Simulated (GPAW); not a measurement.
## Quasiparticle gap of RbBr (Fm-3m) in GPAW

How does a plane-wave GW calculation on RbBr (Fm-3m) run from the first input to the gap?

Program: GPAW 26.7.0. Level of theory: PBE and many-body steps on it, plane waves. Results are calculated unless marked as measured.

Report form: the programs' logs are mostly left out.

The database entry behind the starting cell differs from later determinations by our own check (about 0.5 % short), so it need not match the best structure at ambient conditions.

### 1. The starting structure

The structure is cubic, space group Fm-3m (No. 225). Conventional cell: a = 6.854 Å, b = 6.854 Å, c = 6.854 Å, α = 90.00°, β = 90.00°, γ = 90.00°. Nearest to Rb lie 6 Br at 3.43 Å. Br has 6 Rb at 3.43 Å nearest. Farther neighbours and most contacts between anions are not listed.

The cell and positions come from the Crystallography Open Database and are kept as given unless a step says otherwise.

### 2. Ground state

This step: GPAW 26.7.0; DFT, PBE, plane waves, PAW.

The ground-state density comes first.

run.py reads:

```python
import json
import numpy as np
from gpaw.mpi import world
from ase import Atoms
from gpaw import GPAW, PW, FermiDirac

atoms = Atoms(['Rb', 'Br'],
    cell=[[0.0000000000, 3.4270000000, 3.4270000000],
      [3.4270000000, 0.0000000000, 3.4270000000],
      [3.4270000000, 3.4270000000, 0.0000000000]],
    scaled_positions=[[0.0000000000, 0.0000000000, 0.0000000000],
      [0.5000000000, 0.5000000000, 0.5000000000]],
    pbc=(True, True, True))
calc = GPAW(mode=PW(450),
    xc='PBE',
    kpts={'size': (6, 6, 6), 'gamma': True},
    occupations=FermiDirac(0.001),
    nbands=-7,
    convergence={'density': 1e-6, 'bands': -3},
    maxiter=100,
    txt='gs.txt')
atoms.calc = calc
res = {'energy': atoms.get_potential_energy()}
kpts = calc.get_ibz_k_points()
res['kpts'] = kpts
res['eigenvalues'] = [calc.get_eigenvalues(kpt=k) for k in range(len(kpts))]
res['n_electrons'] = calc.get_number_of_electrons()
calc.write('gs.gpw')

if world.rank == 0:
    with open('result.json', 'w') as f:
        json.dump(res, f, default=lambda x: x.tolist())
```

Run with:

```console
$ mpirun -n 8 gpaw python run.py
```

Elapsed: 3.9 s, on 8 MPI ranks of Arm Neoverse V2, shared host; peak memory 1.2 GiB.

Numbers from this step:

- total energy: -6.047 eV
- gap: 4.368 eV
- k of the valence top: 0, 0, 0
- k of the conduction bottom: 0, 0, 0
- least direct gap: 4.368 eV

The gap is direct, at Γ.

### 3. Bands along the symmetry lines

Levels along a band path, at the cheap level, show where the edges lie and whether the meshes to come will hold them.

run.py reads:

```python
import json
import numpy as np
from gpaw.mpi import world
from gpaw import GPAW

path = [[0.000000, 0.000000, 0.000000],
    [0.062500, 0.000000, 0.062500],
    [0.125000, 0.000000, 0.125000],
    [0.187500, 0.000000, 0.187500],
    [0.250000, 0.000000, 0.250000],
    [0.312500, 0.000000, 0.312500],
    [0.375000, 0.000000, 0.375000],
    [0.437500, 0.000000, 0.437500],
    [0.500000, 0.000000, 0.500000],
    [0.515625, 0.031250, 0.515625],
    [0.531250, 0.062500, 0.531250],
    [0.546875, 0.093750, 0.546875],
    [0.562500, 0.125000, 0.562500],
    [0.578125, 0.156250, 0.578125],
    [0.593750, 0.187500, 0.593750],
    [0.609375, 0.218750, 0.609375],
    [0.625000, 0.250000, 0.625000],
    [0.375000, 0.375000, 0.750000],
    [0.328125, 0.328125, 0.656250],
    [0.281250, 0.281250, 0.562500],
    [0.234375, 0.234375, 0.468750],
    [0.187500, 0.187500, 0.375000],
    [0.140625, 0.140625, 0.281250],
    [0.093750, 0.093750, 0.187500],
    [0.046875, 0.046875, 0.093750],
    [0.000000, 0.000000, 0.000000],
    [0.062500, 0.062500, 0.062500],
    [0.125000, 0.125000, 0.125000],
    [0.187500, 0.187500, 0.187500],
    [0.250000, 0.250000, 0.250000],
    [0.312500, 0.312500, 0.312500],
    [0.375000, 0.375000, 0.375000],
    [0.437500, 0.437500, 0.437500],
    [0.500000, 0.500000, 0.500000],
    [0.500000, 0.468750, 0.531250],
    [0.500000, 0.437500, 0.562500],
    [0.500000, 0.406250, 0.593750],
    [0.500000, 0.375000, 0.625000],
    [0.500000, 0.343750, 0.656250],
    [0.500000, 0.312500, 0.687500],
    [0.500000, 0.281250, 0.718750],
    [0.500000, 0.250000, 0.750000],
    [0.500000, 0.218750, 0.718750],
    [0.500000, 0.187500, 0.687500],
    [0.500000, 0.156250, 0.656250],
    [0.500000, 0.125000, 0.625000],
    [0.500000, 0.093750, 0.593750],
    [0.500000, 0.062500, 0.562500],
    [0.500000, 0.031250, 0.531250],
    [0.500000, 0.000000, 0.500000]]
calc = GPAW('gs.gpw').fixed_density(kpts=path,
    symmetry='off',
    nbands=18,
    convergence={'bands': 14},
    txt='bands.txt')
res = {}
kpts = calc.get_ibz_k_points()
res['kpts'] = kpts
res['eigenvalues'] = [calc.get_eigenvalues(kpt=k) for k in range(len(kpts))]
res['n_electrons'] = calc.get_number_of_electrons()

if world.rank == 0:
    with open('result.json', 'w') as f:
        json.dump(res, f, default=lambda x: x.tolist())
```

Run with:

```console
$ mpirun -n 8 gpaw python run.py
```

It took 4.9 s on 8 MPI ranks; peak memory 1.3 GiB.

Numbers from this step:

```
gap                        : 4.368 eV
k of the valence top       : 0, 0, 0
k of the conduction bottom : 0, 0, 0
least direct gap           : 4.368 eV
```

The gap is 4.368 eV, as in the run before at this level.

The electronic bands at the labelled points (eV, zero at the top of the highest filled band; v1 is the highest filled band, c1 the lowest empty one):

| point | v4 | v3 | v2 | v1 | c1 | c2 | c3 | c4 |
| --- | --- | --- | --- | --- | --- | --- | --- | --- |
| Γ | -8.50 | 0.00 | 0.00 | 0.00 | 4.37 | 7.29 | 7.29 | 7.29 |
| halfway | -8.49 | -0.60 | -0.10 | -0.10 | 5.72 | 6.25 | 8.62 | 8.76 |
| X | -8.57 | -0.47 | -0.16 | -0.16 | 5.61 | 7.14 | 9.21 | 9.21 |
| halfway | -8.56 | -0.46 | -0.26 | -0.19 | 5.82 | 7.41 | 8.82 | 9.28 |
| U | -8.53 | -0.49 | -0.41 | -0.26 | 6.35 | 8.13 | 8.17 | 8.87 |
| jump to K | -8.53 | -0.49 | -0.41 | -0.26 | 6.35 | 8.13 | 8.17 | 8.87 |
| halfway | -8.46 | -0.67 | -0.28 | -0.15 | 6.04 | 6.99 | 8.06 | 8.81 |
| Γ | -8.50 | 0.00 | 0.00 | 0.00 | 4.37 | 7.29 | 7.29 | 7.29 |
| halfway | -8.47 | -0.56 | -0.18 | -0.18 | 5.64 | 7.15 | 8.01 | 8.01 |
| L | -8.45 | -0.99 | -0.35 | -0.35 | 6.82 | 7.72 | 9.50 | 9.50 |
| halfway | -8.48 | -0.76 | -0.35 | -0.33 | 6.98 | 7.42 | 8.88 | 9.00 |
| W | -8.48 | -0.49 | -0.35 | -0.35 | 7.09 | 7.09 | 8.27 | 8.62 |
| halfway | -8.52 | -0.44 | -0.33 | -0.22 | 6.02 | 7.61 | 8.43 | 9.14 |
| X | -8.57 | -0.47 | -0.16 | -0.16 | 5.61 | 7.14 | 9.21 | 9.21 |

### 4. Empty states on the mesh, 4×4×4 mesh, 1206 bands

The sums over transitions need many empty states on a uniform mesh; this step solves for them.

run.py reads:

```python
import json
import numpy as np
from gpaw.mpi import world
from gpaw import GPAW

calc = GPAW('gs.gpw').fixed_density(kpts={'size': (4, 4, 4), 'gamma': True},
    parallel={'domain': 1, 'band': 1},
    txt='nscf.txt')
calc.diagonalize_full_hamiltonian(nbands=1206)
calc.write('full.gpw', mode='all')
res = {}
kpts = calc.get_ibz_k_points()
res['kpts'] = kpts
res['eigenvalues'] = [calc.get_eigenvalues(kpt=k) for k in range(len(kpts))]
res['n_electrons'] = calc.get_number_of_electrons()

if world.rank == 0:
    with open('result.json', 'w') as f:
        json.dump(res, f, default=lambda x: x.tolist())
```

Run with:

```console
$ mpirun -n 8 gpaw python run.py
```

Elapsed: 10 s, on 8 MPI ranks; peak memory 3 GiB.

This step gave:

| Quantity | Value |
| --- | --- |
| gap | 4.368 eV |
| k of the valence top | 0, 0, 0 |
| k of the conduction bottom | 0, 0, 0 |
| least direct gap | 4.368 eV |
| k points computed | 8 |
| lowest point of the top converged band, above the valence top | 340.8849 eV |

On this mesh the gap is 4.368 eV.

### 5. Screening and self-energy, 4×4×4 mesh, 196 bands, screening to 105 eV

G0W0 replaces the xc potential by the self-energy, built once from these orbitals. Only a window of levels is corrected, while the sums run over the empty bands that the input names.

This step: G0W0 on PBE, plane waves, PAW.

run.py reads:

```python
import json
import numpy as np
from gpaw.mpi import world
from gpaw.response.g0w0 import G0W0

gw = G0W0('full.gpw',
    filename='gw',
    kpts=[0],
    bands=(6, 10),
    ecut=105,
    nbands=196,
    integrate_gamma='WS',
    ppa=True)
gw.calculate()
res = {mode: {k: v for k, v in r.items() if k != 'sigma_eskwn'}
       for mode, r in gw.all_results.items()}

if world.rank == 0:
    with open('result.json', 'w') as f:
        json.dump(res, f, default=lambda x: x.tolist())
```

Run with:

```console
$ mpirun -n 8 gpaw python run.py
```

Elapsed: 32 s, on 8 MPI ranks; peak memory 2.3 GiB; 4.3 min of CPU time.

This step gave:

```
G0W0 gap on the points computed              : 6.770 eV
least direct G0W0 gap on the computed points : 6.770 eV
Z at the valence top                         : 0.8214
Z at the conduction bottom                   : 0.8757
starting gap on the mesh                     : 4.368 eV
k of the valence top                         : 0, 0, 0
k of the conduction bottom                   : 0, 0, 0
```

The gap on the mesh goes from 4.37 eV to 6.77 eV, a correction of +2.40 eV.

Limits: finite bands, cutoff and mesh; no spin-orbit coupling. v1 is the top filled band, c1 the lowest empty one. The levels before and after the correction (eV, zero at the valence-band top of each column):

|  | conduction bottom | valence top |
| --- | --- | --- |
| Kohn-Sham | 4.37 | 0.00 |
| G0W0 | 6.77 | 0.00 |

|  | level | energy (eV) |
| --- | --- | --- |
| Kohn-Sham | Γ v2-v1 | 0.000 |
| Kohn-Sham | Γ c1 | 4.368 |
| Kohn-Sham | Γ c2 | 7.285 |
| G0W0 | Γ v2-v1 | 0.000 |
| G0W0 | Γ c1 | 6.770 |
| G0W0 | Γ c2 | 10.157 |

### 6. Where the time went

Times are wall times on 8 MPI ranks of Arm Neoverse V2, shared host, good to a factor of about two.

| step | time | share | memory (GiB) |
| --- | --- | --- | --- |
| ground state | 3.9 s | 8 % | 1.2 |
| bands along the symmetry lines | 4.9 s | 10 % | 1.3 |
| empty states on the mesh | 10 s | 20 % | 3.0 |
| screening and self-energy | 32 s | 63 % | 2.3 |

### 7. Outcome

| Property | Result |
| --- | --- |
| PBE gap | 4.37 eV, direct |
| G0W0 gap on the mesh | 6.77 eV |
| GW settings | 4×4×4 mesh, 196 bands, screening to 105 eV, Godby-Needs plasmon pole |
| known limits | not at the basis limit; no spin-orbit coupling |

In words: G0W0 moves the gap on the mesh from 4.37 eV to 6.77 eV (+2.40 eV), with Z of 0.82 and 0.88 at the edges. Only 1 of the mesh's irreducible points was corrected, so a valley elsewhere could overtake. The dearest step here is «screening and self-energy». Bands and cutoff are finite, so the gap is not at the basis limit. The miss can reach some tenths of an eV and take either sign; the mesh is an error of its own. These stock PAW sets were not made for GW; the filled d or f shell of Br lies in the frozen core, which bears on start and correction. In the G0W0 run levels were corrected at 1 k point alone, so a gap called «on the mesh» is the least over those, and an edge elsewhere would be missed. The many-body steps are scalar-relativistic: spin-orbit coupling is not in them.

[Paths, hosts, dates, memory and timing lines, banners, echoed tables and standing remarks are left out of the program output.]

[Logs are printed without paths, hosts, clocks, repeated set-up lines and the standing remarks that a program may print on its own settings, such as how far it seeks lower states.]

[Runs of the session that timed out or met a known fault of the program may be left out.]

[Hosts, paths, dates, database ids (printed as entryN), source tags and the programs' standing remarks are cut or masked in the printed files.]
